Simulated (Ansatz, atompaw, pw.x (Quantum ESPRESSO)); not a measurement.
**potassium: does the PAW (atompaw) potential hold in the solid?**

atompaw 4.2.0.5 input, output lines left out:

```
K 19
GGA-PBESOL scalarrelativistic loggrid 1500 logderivrange -5 5 251
4 4 0 0 0 0
4 0 0.75
4 1 0.25
0 0 0
c
c
v
v
c
v
v
2
2.60 1.90 1.90 2.55
n
n
y
-0.1
y
0.3
n
custom rrkj vanderbiltortho gaussian
bessel
1.90
1.90
2.05
2.60
2.00
2.60
```

Atomic tests: cutoffs needed: 18 Ry and 30 Ry (the cutoffs (Ry, on a coarse ladder) from which the occupation-weighted sum of valence levels, in a spherical-Bessel basis at the reference potential, stays within 10 and 1 mRy of its value at 400 Ry); ghost test: no extra level below or beside the all-electron valence levels (s, p, d, f tested) (spherical-Bessel basis up to 400 Ry, 20 bohr box); lowest eigenvalue of the overlap operator: 0.10 (p channel).

Crystal test: bcc K in pw.x 7.5, no spin, 9³ k-points, Fermi–Dirac smearing 0.01 Ry, cutoffs 40/400 Ry. The lattice is a test structure that the element need not adopt, and mesh and smearing are coarse.

pw.x input:

```
&control
  calculation='scf', prefix='x', pseudo_dir='./', outdir='./tmp', tstress=.true., disk_io='none'
/
&system
  ibrav=0, nat=1, ntyp=1, ecutwfc=40, ecutrho=400, nbnd=12,
  occupations='smearing', smearing='fd', degauss=0.01
/
&electrons
  conv_thr=1e-09, mixing_beta=0.4, electron_maxstep=70
/
ATOMIC_SPECIES
K 1.0 K.UPF
CELL_PARAMETERS angstrom
  -2.61451448 2.61451448 2.61451448
  2.61451448 -2.61451448 2.61451448
  2.61451448 2.61451448 -2.61451448
ATOMIC_POSITIONS crystal
K 0.0000 0.0000 0.0000
K_POINTS automatic
9 9 9 0 0 0
```

```bash
pw.x < K.scf.in > K.scf.out
```

Question: How does the run end?

Answer: It converges; the pressure is -0.01 GPa against -0.01 GPa from all-electron LAPW.  The log shows:

```
     unit-cell volume          =     482.4249 (a.u.)^3
     number of electrons       =         9.00
     number of Kohn-Sham states=           12
     kinetic-energy cutoff     =      40.0000  Ry
     charge density cutoff     =     400.0000  Ry
     scf convergence threshold =      1.0E-09
     Exchange-correlation= SLA PW PSX PSC
     number of k points=    35  Fermi-Dirac smearing, width (Ry)=  0.0100
     iteration #  1     ecut=    40.00 Ry     beta= 0.40
     total energy              =    -111.37847033 Ry
     estimated scf accuracy    <       0.00562135 Ry
     iteration #  2     ecut=    40.00 Ry     beta= 0.40
     total energy              =    -111.37766179 Ry
     estimated scf accuracy    <       0.00152755 Ry
     iteration #  3     ecut=    40.00 Ry     beta= 0.40
     total energy              =    -111.37798472 Ry
     estimated scf accuracy    <       0.00025937 Ry
     iteration #  4     ecut=    40.00 Ry     beta= 0.40
     total energy              =    -111.37810570 Ry
     estimated scf accuracy    <       0.00051573 Ry
     [... 21 iterations left out ...]
     iteration # 26     ecut=    40.00 Ry     beta= 0.40
     total energy              =    -111.37814254 Ry
     estimated scf accuracy    <       0.00000035 Ry
     iteration # 27     ecut=    40.00 Ry     beta= 0.40
     total energy              =    -111.37814256 Ry
     estimated scf accuracy    <       0.00000015 Ry
     iteration # 28     ecut=    40.00 Ry     beta= 0.40
     total energy              =    -111.37814255 Ry
     estimated scf accuracy    <       0.00000012 Ry
     iteration # 29     ecut=    40.00 Ry     beta= 0.40
     the Fermi energy is     1.8315 ev
!    total energy              =    -111.37814256 Ry
     estimated scf accuracy    <          1.7E-10 Ry
     smearing contrib. (-TS)   =      -0.00329716 Ry
     convergence has been achieved in  29 iterations
          total   stress  (Ry/bohr**3)                   (kbar)     P=       -0.15
     Message from routine punch:
     Nothing written, as per user request (disk_io='none')
```
